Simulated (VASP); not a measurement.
**CdTe in VASP 6.6.1, single-point calculation**

INCAR

```
IBRION = -1
LASPH = .TRUE.
SIGMA = 0.02
ISIF = 2
LCHARG = .FALSE.
NSW = 0
NELM = 120
LREAL = .FALSE.
ENCUT = 520
LWAVE = .FALSE.
NBANDS = 16
PREC = Accurate
EDIFF = 1E-7
GGA = 91
ISMEAR = -1
```

KPOINTS

```
KPOINTS created by Atomic Simulation Environment
0
Gamma
6 6 6
0 0 0
```

POSCAR

```
Cd Te
 1.0000000000000000
     0.0000000000000000    3.3127546673000001    3.3127546673000001
     3.3127546673000001    0.0000000000000000    3.3127546673000001
     3.3127546673000001    3.3127546673000001    0.0000000000000000
 Cd  Te
   1   1
Cartesian
  0.0000000000000000  0.0000000000000000  0.0000000000000000
  1.6563773336500001  1.6563773336500001  1.6563773336500001
```

The recommended PBE PAW datasets give the neutral cell 18 valence electrons.

Command

```
mpirun -np 1 vasp_std
```

OSZICAR

```
N       E                     dE             d eps       ncg     rms          rms(c)
DAV:   1     0.100170584569E+03    0.10017E+03   -0.81165E+03   520   0.963E+02
DAV:   2    -0.150715357314E+01   -0.10168E+03   -0.96519E+02   608   0.237E+02
DAV:   3    -0.507156522249E+01   -0.35644E+01   -0.35588E+01   648   0.465E+01
DAV:   4    -0.510568769677E+01   -0.34122E-01   -0.34121E-01   760   0.388E+00
DAV:   5    -0.510577387913E+01   -0.86182E-04   -0.86182E-04   664   0.186E-01    0.475E+00
DAV:   6    -0.486999724089E+01    0.23578E+00   -0.42070E-01   592   0.757E+00    0.403E+00
DAV:   7    -0.485503583928E+01    0.14961E-01   -0.97240E-02   592   0.202E+00    0.170E+00
DAV:   8    -0.485559182601E+01   -0.55599E-03   -0.98052E-03   552   0.110E+00    0.409E-01
DAV:   9    -0.485587546385E+01   -0.28364E-03   -0.92184E-04   600   0.304E-01    0.107E-01
DAV:  10    -0.485594045301E+01   -0.64989E-04   -0.11358E-04   632   0.938E-02    0.647E-02
DAV:  11    -0.485598600509E+01   -0.45552E-04   -0.86190E-05   600   0.536E-02    0.339E-02
DAV:  12    -0.485598454217E+01    0.14629E-05   -0.44128E-06   624   0.152E-02    0.174E-02
DAV:  13    -0.485598462077E+01   -0.78597E-07   -0.89962E-07   664   0.432E-03
   1 F= -.48559846E+01 E0= -.48559846E+01  d E =-.729890E-08
```

Standard output (part)

```
POSCAR found type information on POSCAR CdTe
 POSCAR found :  2 types and       2 ions
 LDA part: xc-table for (Slater(with rela. corr.)+CA(PZ))
 , standard interpolation
 POSCAR, INCAR and KPOINTS ok, starting setup
 WAVECAR not read
 entering main loop
```

From OUTCAR

```
k-points           NKPTS =     16   k-points in BZ     NKDIM =     16   number of bands    NBANDS=     16

   NELECT =      18.0000    total number of electrons

   dimension x,y,z NGX =    36 NGY =   36 NGZ =   36
   dimension x,y,z NGXF=    72 NGYF=   72 NGZF=   72

  energy-cutoff  :      520.00
  volume of cell :       72.71
      direct lattice vectors                 reciprocal lattice vectors
     0.000000000  3.312754667  3.312754667    -0.150931792  0.150931792  0.150931792
     3.312754667  0.000000000  3.312754667     0.150931792 -0.150931792  0.150931792
     3.312754667  3.312754667  0.000000000     0.150931792  0.150931792 -0.150931792

 k-points in reciprocal lattice and weights: KPOINTS created by Atomic Simulation Env
   0.00000000  0.00000000  0.00000000       0.005
   0.16666667  0.00000000  0.00000000       0.037
   0.33333333  0.00000000  0.00000000       0.037
   0.50000000  0.00000000  0.00000000       0.019
   0.16666667  0.16666667  0.00000000       0.028
   0.33333333  0.16666667  0.00000000       0.111
   0.50000000  0.16666667  0.00000000       0.111
  -0.33333333  0.16666667  0.00000000       0.111
   ...

 E-fermi :   2.0217

 k-point     1 :       0.0000    0.0000    0.0000
  band No.  band energies     occupation
      1      -9.0763      2.00000
      2      -6.3737      2.00000
      3      -6.3737      2.00000
      4      -6.3737      2.00000
      5      -6.1588      2.00000
      6      -6.1588      2.00000
      7       1.7288      2.00000
      8       1.7288      2.00000
      9       1.7288      2.00000
     10       2.2927      0.00000
     11       6.3540      0.00000
     12       6.3540      0.00000
     13       6.3540      0.00000
     14       9.0870      0.00000
     15      10.9725      0.00000
     16      10.9725      0.00000

 k-point     2 :       0.1667    0.0000    0.0000
  band No.  band energies     occupation
      1      -8.9912      2.00000
      2      -6.3584      2.00000
      3      -6.3584      2.00000
      4      -6.2965      2.00000
      5      -6.1596      2.00000
      6      -6.1596      2.00000
      7       0.0685      2.00000
      8       1.5298      2.00000
      9       1.5298      2.00000
     10       3.4158      0.00000
     11       6.4127      0.00000
     12       6.6634      0.00000
     13       6.6634      0.00000
     14      10.0721      0.00000
     15      10.1630      0.00000
     16      10.1630      0.00000

 k-point     3 :       0.3333    0.0000    0.0000
  band No.  band energies     occupation
      1      -8.8224      2.00000
      2      -6.3320      2.00000
      3      -6.3320      2.00000
      4      -6.1563      2.00000
      5      -6.1563      2.00000
      6      -6.0533      2.00000
      7      -1.6039      2.00000
      8       1.1924      2.00000
      9       1.1924      2.00000
     10       3.5603      0.00000
     11       6.9439      0.00000
     12       6.9439      0.00000
     13       7.7979      0.00000
     14       9.7835      0.00000
     15      10.5274      0.00000
     16      10.5274      0.00000

 ...

  Total       -0.0274993     -0.0274993     -0.0274993      0.0000000      0.0000000     -0.0000000
  in kB       -0.6059466     -0.6059466     -0.6059466      0.0000000      0.0000000     -0.0000000
  external PRESSURE =      -0.6059466 kB  Pullay stress =       0.0000000 kB

 POSITION                                       TOTAL-FORCE (eV/Angst)
 -----------------------------------------------------------------------------------
      0.00000      0.00000      0.00000         0.000000      0.000000      0.000000
      1.65638      1.65638      1.65638        -0.000000     -0.000000     -0.000000
 -----------------------------------------------------------------------------------
    total drift:                                0.000000      0.000000      0.000000

  FREE ENERGIE OF THE ION-ELECTRON SYSTEM (eV)
  ---------------------------------------------------
  free  energy   TOTEN  =        -4.8559846208 eV

  energy  without entropy=       -4.8559846135  energy(sigma->0) =       -4.85598462
```

It converged. Results: gap between bands v and c on the k mesh 0.56 eV; least direct gap on the k mesh 0.56 eV; pressure -0.1 GPa. Band v is the last that the valence electrons fill when counted band by band, and c is the next.

For comparison, a separate PBE run of the intended cell, on usual settings and not on those above, gives a gap of 0.57 eV on its mesh and a pressure of 0.0 GPa.

The run above took about 21 s on one core of a shared host (Intel Xeon Platinum 8488C) and held 0.21 GiB at most.
